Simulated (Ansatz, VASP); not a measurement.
# Cross-check of Ru (free-standing triangular Ru monolayer, spacing 2.74 A) between VASP and Ansatz, part 2 of 2

One calculation is typed for both programs; each brings its own data sets. How far apart do they land? The cell is taken from a series of runs on this material, whose earlier steps may have relaxed, scaled, displaced or heated it; both programs get it as it stands.

VASP 6.6.1 and Ansatz 0.2.0.

So far: Starting point; Ansatz: single point, PBE, pair 1; VASP: single point, PBE, pair 1.

**3. VASP: single point, PBE, pair 1 (continued)**

Level of this step: PBE, spin-polarised from a ferromagnetic start; plane waves and PAW (Ru_pv) (VASP).

Numbers of over 12 decimals in the logs are rounded to 6 here.

OUTCAR, selected parts (step 3):

```text
ion  position               nearest neighbor table
   1  0.000  0.000  0.500-

  LATTYP: Found a hexagonal cell.
 ALAT       =     2.7400000000
 C/A-ratio  =     5.1094890511

 Subroutine GETGRP returns: Found 24 space group operations
 (whereof 24 operations were pure point group operations)

The static configuration has the point symmetry D_6h.

 Found     12 irreducible k-points:

   k-points           NKPTS =     12   k-points in BZ     NKDIM =     12   number of bands    NBANDS=     14

   dimension x,y,z NGX =    18 NGY =   18 NGZ =   96
   dimension x,y,z NGXF=    36 NGYF=   36 NGZF=  192

   ENCUT  =  400.0 eV  29.40 Ry    5.42 a.u.   4.47  4.47 22.83*2*pi/ulx,y,z

   NELECT =      14.0000    total number of electrons

 k-points in reciprocal lattice and weights: Automatic mesh
   0.00000000  0.00000000  0.00000000       0.012
   0.11111111  0.00000000  0.00000000       0.074
   0.22222222  0.00000000  0.00000000       0.074
   0.33333333  0.00000000  0.00000000       0.074
   0.44444444  0.00000000  0.00000000       0.074
   0.11111111  0.11111111  0.00000000       0.074
   0.22222222  0.11111111  0.00000000       0.148
   0.33333333  0.11111111  0.00000000       0.148
   0.44444444  0.11111111  0.00000000       0.074
   0.22222222  0.22222222  0.00000000       0.074
   0.33333333  0.22222222  0.00000000       0.148
   0.33333333  0.33333333  0.00000000       0.025

 average (electrostatic) potential at core
       1 -81.8408

 E-fermi :  -2.4857

 spin component 1
 k-point     1 :       0.0000    0.0000    0.0000
  band No.  band energies     occupation
    ...
      3     -45.0190      1.00000
      4      -7.6579      1.00000
      5      -4.7811      1.00000
      6      -4.3476      1.00000
      7      -4.3476      1.00000
      8      -2.3771      0.25240
      9      -2.3771      0.25239
     10      -1.4781      0.00004
     11       2.3417      0.00000
     12       3.2922      0.00000
    ...

 k-point     2 :       0.1111    0.0000    0.0000
  band No.  band energies     occupation
    ...
      4      -7.2115      1.00000
      5      -4.6204      1.00000
      6      -4.5651      1.00000
      7      -4.0213      1.00000
      8      -3.2813      0.99965
      9      -2.4558      0.42563
     10      -0.4990      0.00000
     11       2.6570      0.00000
     12       3.6847      0.00000
     13       4.3745      0.00000
    ...

 k-point     3 :       0.2222    0.0000    0.0000
  band No.  band energies     occupation
    ...
      5      -4.6327      1.00000
      6      -4.3662      1.00000
      7      -4.0950      1.00000
      8      -3.1211      0.99826
      9      -2.6495      0.83720
     10       0.9529      0.00000
     11       3.6021      0.00000
     12       4.7892      0.00000
     13       5.2952      0.00000
     14       8.3257      0.00000

 k-point     4 :       0.3333    0.0000    0.0000
  band No.  band energies     occupation
    ...
      4      -6.5789      1.00000
      5      -5.1862      1.00000
      6      -3.8744      1.00000
      7      -2.8610      0.97708
      8      -2.4985      0.53197
      9      -1.9215      0.00353
     10       2.6844      0.00000
     11       5.1680      0.00000
     12       6.4721      0.00000
     13       6.8189      0.00000
    ...

 k-point     5 :       0.4444    0.0000    0.0000
  band No.  band energies     occupation
    ...
      3     -45.1661      1.00000
      4      -6.9050      1.00000
      5      -5.6234      1.00000
      6      -3.4674      0.99995
      7      -2.9944      0.99386
      8      -0.9835      0.00000
      9      -0.0505      0.00000
     10       4.5428      0.00000
     11       5.9174      0.00000
     12       7.4998      0.00000
    ...

 k-point     6 :       0.1111    0.1111    0.0000
  band No.  band energies     occupation
    ...
      5      -4.9508      1.00000
      6      -4.3057      1.00000
      7      -4.0664      1.00000
      8      -3.2696      0.99961
      9      -2.6396      0.82325
     10       0.5545      0.00000
     11       3.2879      0.00000
     12       4.4341      0.00000
     13       4.9891      0.00000
     14       7.9649      0.00000

  Total       -3.4019032     -3.4019044     -0.0878921      0.0000000     -0.0000000      0.0000000
  in kB      -59.8787427    -59.8787625     -1.5470360      0.0000000     -0.0000000      0.0000000
  external PRESSURE =     -40.4348471 kB  Pullay stress =       0.0000000 kB

  energy-cutoff  :      400.00
  volume of cell :       91.02
      direct lattice vectors                 reciprocal lattice vectors
     2.740000000  0.000000000  0.000000000     0.364963504  0.210711742  0.000000000
    -1.370000000  2.372910000  0.000000000     0.000000000  0.421423484  0.000000000
     0.000000000  0.000000000 14.000000000     0.000000000  0.000000000  0.071428571

 POSITION                                       TOTAL-FORCE (eV/Angst)
 -----------------------------------------------------------------------------------
      0.00000      0.00000      7.00000        -0.000000      0.000000      0.000000
 -----------------------------------------------------------------------------------
    total drift:                                0.000000     -0.000000      0.000000

  FREE ENERGIE OF THE ION-ELECTRON SYSTEM (eV)
  ---------------------------------------------------
  free  energy   TOTEN  =        -6.7448655465 eV

  energy  without entropy=       -6.6847584610  energy(sigma->0) =       -6.71481200

 total charge
# of ion       s       p       d       tot
------------------------------------------
    1        0.347   6.119   5.867  12.332

 magnetization (x)
# of ion       s       p       d       tot
------------------------------------------
    1        0.047   0.019   1.616   1.682

[... 6 further parts left out ...]
```

**4. Comparison**

Known differences besides the potentials themselves: VASP starts from the moments at which Ansatz ended; the data sets hold 16 valence electrons in Ansatz (on its PAW soft_1 files) and 14 in VASP; the cutoff is 420 eV in Ansatz and 400 eV in VASP; site moments are counted in spheres of each program's own size. Total energies have different zeros and are not compared.

Compared:

```tsv
quantity	Ansatz	VASP	difference
total moment (μB)	1.90	1.90	0.00
moment on Ru1 (μB)	1.63	1.68	-0.05
```

With vacuum in the cell, a pressure given here is an average over mostly empty space and none of the material.

**5. Ansatz: single point, PBE, pair 2**

With cell and atoms fixed, the geometry can't cause a difference; cores, projectors, grids and the points listed under the comparison can.

The cell is taken from a series of runs on this material, whose earlier steps may have relaxed, scaled, displaced or heated it; both programs get it as it stands.

File input.yaml:

```yaml
crystal:
  lattice:
    - [2.74, 0.0, 0.0]
    - [-1.37, 2.37291, 0.0]
    - [0.0, 0.0, 14.0]
  atoms:
    - { symbol: Ru, position: [0.0, 0.0, 0.5], spin: 1.63 }
magnetization:
  spin_polarized: true
kpoints:
  mp_grid: { grid: [23, 23, 1] }
hamiltonian:
  xc: pbe
  pseudopotentials: { kind: paw, azcp: { folder: soft_1 } }
scf:
  occupations: { method: fermi_dirac, width: 0.1 }
  max_iter: 120
  convergence: { dr2_threshold: 1.0e-08 }
  lower_state_search: "off"
basis:
  ecutwfc: 420.0
checkpoint:
  read: start
  write: ck
  compress: false
  write_wavefunctions: false
  write_every: 100000
```

Launch:

```
$ ansatz run input.yaml --threads 4 --pin off --max-ram 8192MiB --backend cpu --events-out ev --progress --plain --runs-dir out
```

The log of the run:

```text
[...]
SCF converged after 7 iterations
Magnetization: 1.8390 μB (8.9195 up, 7.0805 down)
Absolute magnetization: 1.8410 μB (∫|ρ↑−ρ↓|, with the PAW one-centre terms)
[...]
Per-site moments (μB) at R_I (Å): [(1.584386, 1.130250)]
Free energy (F): -5876.256302 eV
[...]
Internal energy: -5876.197508 eV  (E = F + TS)
E sigma→0 (E₀):  -5876.226905 eV
Entropy (-TS):   -0.058795 eV (-58.795 meV/atom)
Fermi energy:    -0.927140 eV
[...]
```

**6. VASP: single point, PBE, pair 2**

The same cell, functional, mesh and smearing now go to VASP, with its own data sets.

File INCAR:

```
SYSTEM = Ru
PREC = Accurate
ENCUT = 400
EDIFF = 1E-06
NELM = 200
ISMEAR = -1
SIGMA = 0.1
LREAL = .FALSE.
ALGO = Normal
GGA = PE
NBANDS = 14
ISPIN = 2
MAGMOM = 1.58
LASPH = .TRUE.
LMAXMIX = 4
LORBIT = 11
LWAVE = .FALSE.
LCHARG = .FALSE.
ISIF = 2
GGA_COMPAT = .FALSE.
```

File POSCAR:

```
Ru
1.0
    2.7400000000      0.0000000000      0.0000000000
   -1.3700000000      2.3729100000      0.0000000000
    0.0000000000      0.0000000000     14.0000000000
Ru
1
Direct
    0.0000000000      0.0000000000      0.5000000000
```

File KPOINTS:

```
Automatic mesh
0
Gamma
23 23 1
0 0 0
```

PAW data sets: Ru_pv (PBE family, release 64).

Launch:

```
$ mpirun -np 1 vasp_std
```

The log of the run:

```text
[... set-up lines as in an earlier step ...]
 entering main loop
       N       E                     dE             d eps       ncg     rms          rms(c)
DAV:   1     0.516951405241E+02    0.51695E+02   -0.72845E+03  4086   0.626E+02
DAV:   2    -0.604188192039E+01   -0.57737E+02   -0.54312E+02  3688   0.180E+02
DAV:   3    -0.695792456180E+01   -0.91604E+00   -0.90412E+00  3688   0.226E+01
DAV:   4    -0.697392851865E+01   -0.16004E-01   -0.15999E-01  4612   0.263E+00
[...]
DAV:  20    -0.676001848376E+01   -0.27084E-04   -0.91598E-07  2640   0.342E-03    0.946E-04
DAV:  21    -0.676002198461E+01   -0.35009E-05   -0.20063E-07  2608   0.213E-03    0.474E-04
DAV:  22    -0.676002235564E+01   -0.37103E-06   -0.39578E-08  2474   0.105E-03
   1 F= -.67600224E+01 E0= -.67305368E+01  d E =-.589712E-01  mag=     1.8378
```

From OUTCAR (step 6):

```text
  Total       -3.4228738     -3.4228750     -0.0887039     -0.0000000      0.0000000      0.0000000
  in kB      -60.2478579    -60.2478779     -1.5613255     -0.0000000      0.0000000      0.0000000
  external PRESSURE =     -40.6856871 kB  Pullay stress =       0.0000000 kB

 POSITION                                       TOTAL-FORCE (eV/Angst)
 -----------------------------------------------------------------------------------
      0.00000      0.00000      7.00000        -0.000000      0.000000      0.000000
 -----------------------------------------------------------------------------------
    total drift:                                0.000000      0.000000      0.000000

  FREE ENERGIE OF THE ION-ELECTRON SYSTEM (eV)
  ---------------------------------------------------
  free  energy   TOTEN  =        -6.7600223556 eV

  energy  without entropy=       -6.7010511975  energy(sigma->0) =       -6.73053678

 magnetization (x)
# of ion       s       p       d       tot
------------------------------------------
    1        0.043   0.010   1.585   1.638

[... 1 part as in an earlier step ...]

[... 2 further parts left out ...]
[key lines of the parts left out:]
E-fermi :  -2.4961
```

**7. Differences**

What differs besides the data sets and the points named for the pairs above, as far as they apply: the data sets hold 16 valence electrons in Ansatz (on its PAW soft_1 files) and 14 in VASP. Total energies have different zeros and are not compared.

The two programs side by side:

```tsv
quantity	Ansatz	VASP	difference
total moment (μB)	1.84	1.84	0.00
moment on Ru1 (μB)	1.58	1.64	-0.05
```

With vacuum in the cell, a pressure given here is an average over mostly empty space and none of the material.

**8. Summary of results**

- difference in total moment (single point, PBE, pair 1): 0.0022 μB
- difference in total moment (single point, PBE, pair 2): 0.0012 μB

What this shows: The difference in total moment is 0.0022 μB (single point, PBE, pair 1). The data sets hold unlike numbers of valence electrons (16 in Ansatz and 14 in VASP), so part of the differences comes from the potentials. How closely two codes agree says nothing of how well the functional describes the real material.

[Lines on the potential files, build, host, timing and source positions are cut from VASP's logs without a mark.]

[Logs are printed without paths, hosts, clocks, repeated set-up lines and the standing remarks that a program may print on its own settings, such as how far it seeks lower states.]

[Hosts, paths, dates, database ids (printed as entryN), source tags and the programs' standing remarks are cut or masked in the printed files.]
